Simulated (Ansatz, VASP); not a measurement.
# NaF (Villiaumite): VASP beside Ansatz

```xyz
2
Lattice="0.0000 2.3147 2.3147 2.3147 0.0000 2.3147 2.3147 2.3147 0.0000" Properties=species:S:1:pos:R:3 pbc="T T T"
Na    0.0000    0.0000    0.0000
F     2.3147    2.3147    2.3147
```

Alike in both runs: functional PBEsol; k mesh 10 × 10 × 10; occupations fermi-dirac, width 0.02 eV; no spin polarisation.

Ansatz relaxed the structure, and its values are those at the end. VASP's run is a single point on that final structure, the one shown.

|  | VASP | Ansatz |
| --- | --- | --- |
| version | VASP 6.6.1 | Ansatz 0.2.0 |
| potentials or method | VASP PAW PBE potentials, release 64 (Na_pv, F) | PAW plane waves |
| plane-wave cutoff (eV) | 520 | 420 |
| valence electrons in the cell | 14 | 16 |

|  | VASP | Ansatz | Ansatz less VASP |
| --- | --- | --- | --- |
| gap on the k mesh at the Fermi level (eV) | 6.18 | 6.20 | +0.021 |
| pressure (GPa) | -0.1 | 0.0 | +0.07 |

The two sets of potentials don't hold the same shells in valence. Ansatz warned: «pseudo_functional_mismatch».

Caveats: the PAW data sets were made with another functional, which shifts forces and pressure a little (VASP). PBEsol gaps usually lie below the measured ones, often by a third to a half. A k mesh can miss the band edges.
